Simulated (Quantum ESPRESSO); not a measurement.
The system is MoS2.

```
Mo S
1.0
     3.16900    0.00000    0.00000
    -1.58450    2.74443    0.00000
     0.00000    0.00000   12.32400
Mo S
2 4
Direct
  0.66667 0.33333 0.75000
  0.33333 0.66667 0.25000
  0.66667 0.33333 0.37700
  0.33333 0.66667 0.87700
  0.66667 0.33333 0.12300
  0.33333 0.66667 0.62300
```

Base run:

```yaml
Program: Quantum ESPRESSO 7.5
Functional: PBE
Potentials_or_basis: SG15 PBE 1.2
Cutoff: 952 eV
Density_cutoff: 3810 eV
k_mesh: 10 × 10 × 3
Occupations: fermi-dirac, width 0.05 eV
Spin: no spin polarisation
```

Its results: band gap on the k mesh 0.94 eV, indirect (least direct gap 1.87 eV); pressure 2.1 GPa; largest force 0.040 eV/Å.

Problem. The run is repeated on the same cell with these changes: functional from PBE to r2SCAN; k mesh from 10 × 10 × 3 to 8 × 8 × 2. What comes out?

Solution. Band gap on the k mesh 1.10 eV, indirect (least direct gap 2.07 eV); pressure 0.6 GPa; largest force 0.230 eV/Å.

Several settings changed at once, so the effect can't be laid on one alone.

Caveats: this functional lacks dispersion, which binds the layers, so the pressure and a relaxed spacing across them are unreliable (some runs); the potentials were made for another functional, which shifts forces and pressure (some runs); some levels on the path didn't converge (some runs); the mesh misses the band edges, which the band path finds closer together (some runs).

Not every run made on this cell is shown here.
